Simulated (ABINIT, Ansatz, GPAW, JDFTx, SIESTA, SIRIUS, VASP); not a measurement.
# Rh: programs and potentials compared

```
CELL_PARAMETERS angstrom
0.00000 1.89785 1.89785
1.89785 0.00000 1.89785
1.89785 1.89785 0.00000
ATOMIC_POSITIONS crystal
Rh 0.00000 0.00000 0.00000
```

Alike in all runs: task single point; functional PBEsol; k mesh 12 × 12 × 12; occupations fermi-dirac, width 0.05 eV; no spin polarisation; no spin-orbit coupling. Pressure is positive in compression and, in plane waves, holds the error of the finite cutoff, which Ansatz's Pulay term estimates and takes out.

```tsv
program and potentials	plane-wave cutoff (eV)	notes	band gap (eV)	pressure (GPa)
Ansatz, Ansatz PAW	420	potentials made for PBE, which Ansatz adapts in part; 17 valence electrons an atom on average; Pulay term of +0.09 GPa included	no gap	-3.73
ABINIT, PseudoDojo NC SR PBEsol v0.4.1 standard	1197	17 valence electrons an atom on average	no gap	-3.40
JDFTx, PseudoDojo-SR-PBEsol-0.4.1-standard with smoothed tails	1197	17 valence electrons an atom on average	no gap	-3.41
Ansatz, all-electron LAPW, scalar-relativistic	-	-	no gap	-3.74
GPAW, PAW data sets generated for this functional	600	15 valence electrons an atom on average	no gap	-1.44
SIRIUS, PseudoDojo 0.4.1 PBEsol standard (scalar relativistic)	1202	17 valence electrons an atom on average	no gap	-3.39
VASP, PBE PAW files Rh_pv, 520 eV	520	potentials made for PBE; 15 valence electrons an atom on average	?	?
SIESTA, files PseudoDojo sr-pbesol-0.4.1-standard, DZP (energy shift 0.003 Ry; two zetas on semicore shells)	-	atomic basis; 17 valence electrons an atom on average	no gap	0.76
```

**Question.** Estimate from the other rows what the run with VASP, PBE PAW files Rh_pv, 520 eV gave.

**Answer.** No band gap; pressure -3.80 GPa. The other rows, which needn't bracket it: pressure -3.74 to 0.76.
